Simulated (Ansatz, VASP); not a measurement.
**KBr in VASP and in Ansatz**

Contents of POSCAR:

```
KBr
1.0
    0.0000000000      3.1087360978      3.3488431232
    3.1087360978      0.0000000000      3.3488431232
    3.1087360978      3.1087360978      0.0000000000
K Br
1 1
Direct
    0.0000000000      0.0000000000      0.0000000000
    0.5000000000      0.5000000000      0.5000000000
```

Contents of INCAR.step1:

```
SYSTEM = KBr
ALGO = Normal ; EDIFF = 1E-4
ENCUT = 520 ; GGA = PE
ISMEAR = 0 ; LASPH = .True.
LCHARG = .False. ; LREAL = .False.
LWAVE = .True. ; NBANDS = 15
NELM = 80 ; PREC = Accurate
SIGMA = 0.01
```

The input INCAR.step2:

```
SYSTEM = KBr
ALGO = Normal ; EDIFF = 1E-6
ENCUT = 520 ; ISIF = 2
ISMEAR = 0 ; ISTART = 1
LASPH = .True. ; LCHARG = .False.
LMIXTAU = .True. ; LREAL = .False.
LWAVE = .False. ; METAGGA = R2SCAN
NBANDS = 15 ; NELM = 80
PREC = Accurate ; SIGMA = 0.01
```

The input KPOINTS:

```
k-points
0
Gamma
  6 6 6
  0 0 0
```

Input for Ansatz:

```yaml
crystal:
  lattice:
    - [0.0, 3.1087360978, 3.3488431232]
    - [3.1087360978, 0.0, 3.3488431232]
    - [3.1087360978, 3.1087360978, 0.0]
  atoms:
    - { symbol: K, position: [0.0, 0.0, 0.0] }
    - { symbol: Br, position: [0.5, 0.5, 0.5] }
kpoints:
  mp_grid: { grid: [6, 6, 6] }
  band_path:
    path:
      - [0.0, 0.0, 0.0]
      - [0.5, 0.0, 0.5]
      - [0.625, 0.25, 0.625]
      - [0.375, 0.375, 0.75]
      - [0.5, 0.5, 0.5]
      - [0.5, 0.25, 0.75]
    npoints: 1
hamiltonian:
  xc: r2scan
scf:
  occupations: { method: fixed }
  n_extra_bands: 4
output:
  forces: true
  stress: true
  eigenvalues: true
  write_density: true
  write_potential: true
  elf: true
  volumetric_format: npy
```

Change from the starting cell: epitaxial_xy strain -5.9%.

Alike in both runs: task single point; functional r2SCAN; k mesh 6 × 6 × 6; no spin polarisation.

|  | VASP | Ansatz |
| --- | --- | --- |
| version | VASP 6.6.1 | Ansatz 0.2.0 |
| potentials or method | VASP PAW PBE potentials, release 64 (K_sv, Br) | plane waves, PAW |
| plane-wave cutoff (eV) | 520 | 500 |
| occupations | gaussian, width 0.01 eV | fixed |
| valence electrons in the cell | 16 | 16 |

|  | VASP | Ansatz | Ansatz less VASP |
| --- | --- | --- | --- |
| gap on the k mesh at the Fermi level (eV) | 5.34 | 5.34 | -0.003 |
| pressure (GPa) | 2.7 | 2.6 | -0.02 |
| largest component of the traceless stress (GPa) | 2.61 | 2.58 | -0.030 |

Caveats: the PAW data sets were made with another functional, which shifts forces and pressure a little (VASP).
